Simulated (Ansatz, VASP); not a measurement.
**One calculation of CdSe, two programs**

```
Cd Se
1.0
     0.00000    3.07027    3.07027
     3.07027    0.00000    3.07027
     3.07027    3.07027    0.00000
Cd Se
1 1
Cartesian
  0.0000 0.0000 0.0000
  4.6054 4.6054 4.6054
```

Measurements of this composition are mostly on another form, of space group No. 186.

Alike in both runs: task relaxation of cell and atoms; functional PBEsol; k mesh 10 × 10 × 10; occupations gaussian, width 0.02 eV; no spin polarisation.

```csv
,VASP,Ansatz
version,VASP 6.6.1,Ansatz 0.2.0
potentials or method,"VASP PAW PBE potentials, release 64 (Cd, Se)","scalar-relativistic, plane waves, PAW"
plane-wave cutoff (eV),600,420
valence electrons in the cell,18,36
```

```tsv
	VASP	Ansatz	Ansatz less VASP
gap on the k mesh at the Fermi level, each at its own relaxed structure (eV)	0.47	0.48	+0.009
relaxed volume (Å³/atom)	28.28	28.12	-0.163
relaxed cell length with the largest relative difference (Å)	4.309	4.300	-0.0083
energy change over the relaxation (meV/atom)	-2	-4	-1.2
```

The two sets of potentials don't hold the same shells in valence.

Caveats: the PAW data sets were made with another functional, which shifts forces and pressure a little (VASP).
